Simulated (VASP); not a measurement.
Output of a VASP run:

### OSZICAR
```
       N       E                     dE             d eps       ncg     rms          rms(c)
DAV:   1     0.177056762721E+03    0.17706E+03   -0.14486E+04   512   0.160E+03
DAV:   2    -0.111813089245E+02   -0.18824E+03   -0.18465E+03   672   0.306E+02
DAV:   3    -0.187626669126E+02   -0.75814E+01   -0.75740E+01   624   0.726E+01
DAV:   4    -0.189144103240E+02   -0.15174E+00   -0.15172E+00   704   0.873E+00
DAV:   5    -0.189191829830E+02   -0.47727E-02   -0.47726E-02   632   0.114E+00    0.846E+00
DAV:   6    -0.171110541305E+02    0.18081E+01   -0.10105E+01   512   0.247E+01    0.420E+00
DAV:   7    -0.171044063339E+02    0.66478E-02   -0.36533E-01   648   0.560E+00    0.210E+00
DAV:   8    -0.171219847458E+02   -0.17578E-01   -0.60237E-02   576   0.305E+00    0.277E-01
DAV:   9    -0.171309756368E+02   -0.89909E-02   -0.14334E-02   632   0.893E-01    0.151E-01
DAV:  10    -0.171336644654E+02   -0.26888E-02   -0.39672E-03   536   0.472E-01    0.434E-02
DAV:  11    -0.171336581726E+02    0.62929E-05   -0.42643E-04   696   0.163E-01    0.222E-02
DAV:  12    -0.171336748808E+02   -0.16708E-04   -0.82745E-05   512   0.695E-02    0.286E-03
DAV:  13    -0.171336754344E+02   -0.55361E-06   -0.18940E-06   584   0.109E-02
   1 F= -.17133675E+02 E0= -.17133675E+02  d E =-.171337E+02
```

### OUTCAR
```
------------------------ aborting loop because EDIFF is reached ----------------------------------------
  FORCE on cell =-STRESS in cart. coord.  units (eV):
  Direction    XX          YY          ZZ          XY          YZ          ZX
  --------------------------------------------------------------------------------------
  Total        0.0014385      0.0014385      0.0014385      0.0000000      0.0000000     -0.0000000
  in kB        0.0372462      0.0372462      0.0372462      0.0000000      0.0000000     -0.0000000
  external PRESSURE =       0.0372462 kB  Pullay stress =       0.0000000 kB
  volume of cell :       61.88
      direct lattice vectors                 reciprocal lattice vectors
     0.000000000  3.139308530  3.139308530    -0.159270742  0.159270742  0.159270742
     3.139308530  0.000000000  3.139308530     0.159270742 -0.159270742  0.159270742
     3.139308530  3.139308530  0.000000000     0.159270742  0.159270742 -0.159270742
 POSITION                                       TOTAL-FORCE (eV/Angst)
 -----------------------------------------------------------------------------------
      0.00000      0.00000      0.00000        -0.000000     -0.000000     -0.000000
      1.56965      1.56965      1.56965        -0.000000     -0.000000     -0.000000
      4.70896      4.70896      4.70896         0.000000      0.000000      0.000000
 -----------------------------------------------------------------------------------
    total drift:                                0.000000      0.000000      0.000000
  FREE ENERGIE OF THE ION-ELECTRON SYSTEM (eV)
  ---------------------------------------------------
  free  energy   TOTEN  =       -17.1336754344 eV

  energy  without entropy=      -17.1336754344  energy(sigma->0) =      -17.13367543

 reached required accuracy - stopping structural energy minimisation
```
(Selected blocks of OUTCAR.)

**POSCAR**
```
BaF2
1
    0.0000000000     3.1393085296     3.1393085296
    3.1393085296    -0.0000000000     3.1393085296
    3.1393085296     3.1393085296     0.0000000000
Ba F
1 2
Direct
  1.0000000000   0.0000000000   1.0000000000
  0.2500000000   0.2500000000   0.2500000000
  0.7500000000   0.7500000000   0.7500000000
```

**Question.** Write an INCAR and KPOINTS that could have produced this output.

**Answer.** Several could match; the one computed here: the input of the run itself, PBE GGA, plane waves, VASP's PBE PAW potentials (set 64).

INCAR:
```
! general
SYSTEM =BaF2
PREC   =Accurate
ENCUT  =620   ! plane-wave cut-off (eV)
LREAL  =.FALSE.
LASPH  =.TRUE.

! electronic loop
EDIFF  =1E-6
NELM   =100   ! most electronic steps
ALGO   =Normal   ! blocked Davidson
LMAXMIX=4

! smearing
ISMEAR =0   ! Gaussian
SIGMA  =0.05   ! width (eV)

! functional
GGA    =PE   ! PBE

! ions
IBRION =2
NSW    =40
ISIF   =3   ! ions, shape and volume
EDIFFG =-0.02   ! ionic stop

! output
LWAVE  =.FALSE.
LCHARG =.FALSE.
```

KPOINTS:
```
kpoints
0
G
6 6 6
```

POTCAR, in this order: Ba_sv F (PBE.64 set). Program: vasp_std.

The compound is BaF2 in the fluorite structure. It was relaxed first.
